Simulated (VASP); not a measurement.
# Rh (Fm-3m) in VASP: notebook, part 2 of 2

VASP 6.6.1. Earlier steps stand in the parts before.

## (3) Single point, PBEsol

File INCAR:

```
SYSTEM = Rh
PREC     = Accurate       ! precision mode
ENCUT    = 520            ! plane-wave cutoff, eV
EDIFF    = 1E-7           ! SCF threshold, eV
ISMEAR   = 0              ! smearing method
SIGMA    = 0.1            ! smearing width, eV
LREAL    = .False.        ! projectors in reciprocal space
LASPH    = .True.         ! aspherical terms in the spheres
NELM     = 80             ! most SCF steps
ALGO     = Fast           ! electronic algorithm
ISIF     = 2              ! what is computed and relaxed
LWAVE    = .False.        ! write WAVECAR
LCHARG   = .False.        ! write CHGCAR
GGA      = PS             ! functional
```

File KPOINTS:

```
regular mesh
0
Gamma
  28 28 28
  0 0 0
```

File POSCAR:

```
Rh
1.0
    0.0000000000      1.8896100000      1.8896100000
    1.8896100000      0.0000000000      1.8896100000
    1.8896100000      1.8896100000      0.0000000000
Rh
1
Direct
    0.0000000000      0.0000000000      0.0000000000
```

Potentials or basis: VASP PAW PBE potentials, release 64 (Rh_pv).

Run with:

```
> cat potpaw_PBE.64/Rh_pv/POTCAR > POTCAR
> mpirun -np 1 vasp_std > vasp.out
```

OUTCAR:

```text
SYSTEM = Rh
   PREC = Accurate
   ENCUT = 520
   EDIFF = 1E-7
   ISMEAR = 0
   LREAL = .False.
   LASPH = .True.
   NELM = 80
   ISIF = 2
   GGA = PS

 ion  position               nearest neighbor table
   1  0.000  0.000  0.000-

  LATTYP: Found a face centered cubic cell.
 ALAT       =     3.7792200000

  Lattice vectors:

 A1 = (   0.0000000000,   1.8896100000,   1.8896100000)
 A2 = (   1.8896100000,   0.0000000000,   1.8896100000)
 A3 = (   1.8896100000,   1.8896100000,   0.0000000000)

Analysis of symmetry for initial positions (statically):
=====================================================================
 Subroutine PRICEL returns:
 Original cell was already a primitive cell.

 Routine SETGRP: Setting up the symmetry group for a
 face centered cubic supercell.

 Subroutine GETGRP returns: Found 48 space group operations
 (whereof 48 operations were pure point group operations)
 out of a pool of 48 trial point group operations.

The static configuration has the point symmetry O_h .

Analysis of symmetry for dynamics (positions and initial velocities):
=====================================================================
 Subroutine PRICEL returns:
 Original cell was already a primitive cell.

 Routine SETGRP: Setting up the symmetry group for a
 face centered cubic supercell.

 Subroutine GETGRP returns: Found 48 space group operations
 (whereof 48 operations were pure point group operations)
 out of a pool of 48 trial point group operations.

The dynamic configuration has the point symmetry O_h .

 Subroutine INISYM returns: Found 48 space group operations
 (whereof 48 operations are pure point group operations),
 and found     1 'primitive' translations

----------------------------------------------------------------------------------------

                                     Primitive cell

  volume of cell :      13.4942

  direct lattice vectors                    reciprocal lattice vectors
     0.000000000  1.889610000  1.889610000    -0.264604866  0.264604866  0.264604866
     1.889610000  0.000000000  1.889610000     0.264604866 -0.264604866  0.264604866
     1.889610000  1.889610000  0.000000000     0.264604866  0.264604866 -0.264604866

  length of vectors
     2.672312090  2.672312090  2.672312090     0.458309071  0.458309071  0.458309071

  position of ions in fractional coordinates (direct lattice)
     0.000000000  0.000000000  0.000000000

  ion indices of the primitive-cell ions
   primitive index   ion index
                 1           1

----------------------------------------------------------------------------------------

 KPOINTS: regular mesh

Automatic generation of k-mesh.
 Grid dimensions read from file:
 generate k-points for:   28   28   28

 Generating k-lattice:

  Cartesian coordinates                     Fractional coordinates (reciprocal lattice)
    -0.009450174  0.009450174  0.009450174     0.035714286  0.000000000  0.000000000
     0.009450174 -0.009450174  0.009450174     0.000000000  0.035714286  0.000000000
     0.009450174  0.009450174 -0.009450174     0.000000000  0.000000000  0.035714286

  Length of vectors
     0.016368181  0.016368181  0.016368181

  Shift w.r.t. Gamma in fractional coordinates (k-lattice)
     0.000000000  0.000000000  0.000000000

 Subroutine IBZKPT returns following result:
 ===========================================

 Found    624 irreducible k-points:

 Following reciprocal coordinates:
            Coordinates               Weight
  0.000000  0.000000  0.000000      1.000000
  0.035714  0.000000  0.000000      8.000000
  0.071429  0.000000  0.000000      8.000000
  0.107143  0.000000  0.000000      8.000000
  0.142857  0.000000  0.000000      8.000000
  0.178571  0.000000  0.000000      8.000000
[... 16 lines left out ...]
  0.285714  0.035714  0.000000     24.000000
  0.321429  0.035714  0.000000     24.000000
 [... further k-points ...]
   k-points           NKPTS =    624   k-points in BZ     NKDIM =    624   number of bands    NBANDS=     11
   number of dos      NEDOS =    301   number of ions     NIONS =      1
   total plane-waves  NPLWV =   8000
   dimension x,y,z NGX =    20 NGY =   20 NGZ =   20
   dimension x,y,z NGXF=    40 NGYF=   40 NGZF=   40
   ions per type =               1
   NGX,Y,Z   is equivalent  to a cutoff of  12.44, 12.44, 12.44 a.u.
   NGXF,Y,Z  is equivalent  to a cutoff of  24.88, 24.88, 24.88 a.u.
 SYSTEM =  Rh
   PREC   = accura    normal or accurate (medium, high low for compatibility)
   ISTART =      0    job   : 0-new  1-cont  2-samecut
   ICHARG =      2    charge: 1-file 2-atom 10-const
   ISPIN  =      1    spin polarized calculation?
   LNONCOLLINEAR =      F non collinear calculations
   LSORBIT =      F    spin-orbit coupling
   LASPH  =      T    aspherical Exc in radial PAW
   ENCUT  =  520.0 eV  38.22 Ry    6.18 a.u.   4.97  4.97  4.97*2*pi/ulx,y,z
   NELM   =     80;   NELMIN=  2; NELMDL= -5     # of ELM steps
   EDIFF  = 0.1E-06   stopping-criterion for ELM
   LREAL  =      F    real-space projection
   EDIFFG = 0.1E-05   stopping-criterion for IOM
   NSW    =      0    number of steps for IOM
   IBRION =     -1    ionic relax: 0-MD 1-quasi-New 2-CG
   NFREE  =      0    steps in history (QN), initial steepest desc. (CG)
   ISIF   =      2    stress and relaxation
   ISYM   =      2    0-nonsym 1-usesym 2-fastsym
   POTIM  = 0.5000    time-step for ionic-motion
   TEBEG  =    0.0;   TEEND  =   0.0 temperature during run
   PSTRESS=    0.0 pullay stress
   NELECT =      15.0000    total number of electrons
   NUPDOWN=      -1.0000    fix difference up-down
   EMIN   =  10.00;   EMAX   =-10.00  energy-range for DOS
   EFERMI =   0.00;   METHOD = LEGACY
   ISMEAR =     0;   SIGMA  =   0.10  broadening in eV -4-tet -1-fermi 0-gaus
   EFERMI_NEDOS =   21; number of points for ismear=-14 and -15
   IALGO  =     68    algorithm
   IMIX   =      4    mixing-type and parameters
     AMIX     =   0.40;   BMIX     =  1.00
     AMIX_MAG =   1.60;   BMIX_MAG =  1.00
  volume/ion in A,a.u.               =      13.49        91.06
  Fermi-wavevector in a.u.,A,eV,Ry     =   1.695859  3.204709 39.129509  2.875938
  Thomas-Fermi vector in A             =   2.776827
   LORBIT       =      0    0 simple, 1 ext, 2 COOP (PROOUT), +10 PAW based schemes
   GGA     = PS    functional components
   LHFCALC =     F    Hartree Fock is set to
   AEXX    =    0.0000 exact exchange contribution
   IVDW    =     0    specifies the selected vdW correction
   LEPSILON=     F    determine dielectric tensor
   LRPA    =     F    only Hartree local field effects (RPA)
 non-spin polarized calculation
 RMM-DIIS sequential band-by-band and
 Gauss-broadening in eV      SIGMA  =   0.10
  energy-cutoff  :      520.00
  volume of cell :       13.49
 maximum number of plane-waves:       380
   NGX =  9   NGY =  9   NGZ =  9

 number of electron      15.0000006 magnetization

 Free energy of the ion-electron system (eV)
  ---------------------------------------------------
  ext. energy  EPLUGINS =         0.00000000
  ---------------------------------------------------
  free energy    TOTEN  =        -8.14117223 eV

  energy without entropy =       -8.13465610  energy(sigma->0) =       -8.13791416

 E-fermi :  12.1025     XC(G=0): -14.3392

 val. band max:       12.1005220315   @ k =   0.3214   0.1786   0.0000
 cond. band min:      12.1063284161   @ k =   0.3214   0.1786   0.0357
 fundamental gap:      0.0058063846
 Fermi energy:        12.1025094775

 k-point     1 :       0.0000    0.0000    0.0000
  band No.  band energies     occupation
      1     -34.2675      2.00000
      2     -34.2675      2.00000
      3     -34.2675      2.00000
      4       3.9078      2.00000
      5       8.9136      2.00000
      6       8.9136      2.00000
      7       8.9136      2.00000
      8      11.0890      2.00000
      9      11.0890      2.00000
     10      28.0198      0.00000
     11      33.5774      0.00000
[... 309 lines left out ...]
 k-point    24 :       0.3214    0.0357    0.0000
  band No.  band energies     occupation
      1     -34.8094      2.00000
      2     -34.3510      2.00000
      3     -34.3403      2.00000
      4       5.9826      2.00000
      5       9.1298      2.00000
      6       9.2141      2.00000
      7       9.4500      2.00000
      8      11.6065      2.00000
      9      11.8496      1.99965
     10      25.4374      0.00000
     11      29.1553      0.00000

 [... further k-points ...]

------------------------ aborting loop because EDIFF is reached ----------------------------------------

  FORCE on cell =-STRESS in cart. coord.  units (eV):
  Direction    XX          YY          ZZ          XY          YZ          ZX
  --------------------------------------------------------------------------------------
  -------------------------------------------------------------------------------------
  Total        0.0109503      0.0109503      0.0109503     -0.0000000     -0.0000000      0.0000000
  in kB        1.3001394      1.3001394      1.3001394     -0.0000000     -0.0000000      0.0000000
  external PRESSURE =       1.3001394 kB  Pullay stress =       0.0000000 kB

 VOLUME and BASIS-vectors are now :
 -----------------------------------------------------------------------------
  energy-cutoff  :      520.00
  volume of cell :       13.49
      direct lattice vectors                 reciprocal lattice vectors
     0.000000000  1.889610000  1.889610000    -0.264604866  0.264604866  0.264604866
     1.889610000  0.000000000  1.889610000     0.264604866 -0.264604866  0.264604866
     1.889610000  1.889610000  0.000000000     0.264604866  0.264604866 -0.264604866

 POSITION                                       TOTAL-FORCE (eV/Angst)
 -----------------------------------------------------------------------------------
      0.00000      0.00000      0.00000        -0.000000     -0.000000      0.000000
 -----------------------------------------------------------------------------------
    total drift:                               -0.000000     -0.000000     -0.000000

  FREE ENERGIE OF THE ION-ELECTRON SYSTEM (eV)
  ---------------------------------------------------
  free  energy   TOTEN  =        -8.1411722315 eV

  energy  without entropy=       -8.1346560983  energy(sigma->0) =       -8.13791416
```

It took 56 s on 1 thread of AMD EPYC 9R14 (Zen 4), shared host; peak memory 0.17 GiB.

Results:

| Quantity | Value |
| --- | --- |
| Free energy | -8.1412 eV |
| Pressure | 0.1 GPa |
| Band gap on the k mesh | none (metal or under the smearing width) |

Levels at points of the mesh, in eV from the Fermi level:
```
           k point  band 5  band 6  band 7  band 8  band 9  band 10
(0.00, 0.00, 0.00)   -3.19   -3.19   -3.19   -1.01   -1.01    15.92
(0.50, 0.00, 0.00)   -3.26   -3.26    0.60    0.60    0.63     8.78
(0.50, 0.50, 0.00)   -6.15    0.58    1.02    1.02    3.20    12.47
```

Caveat: the PAW data sets were made with another functional, which shifts forces and pressure a little.
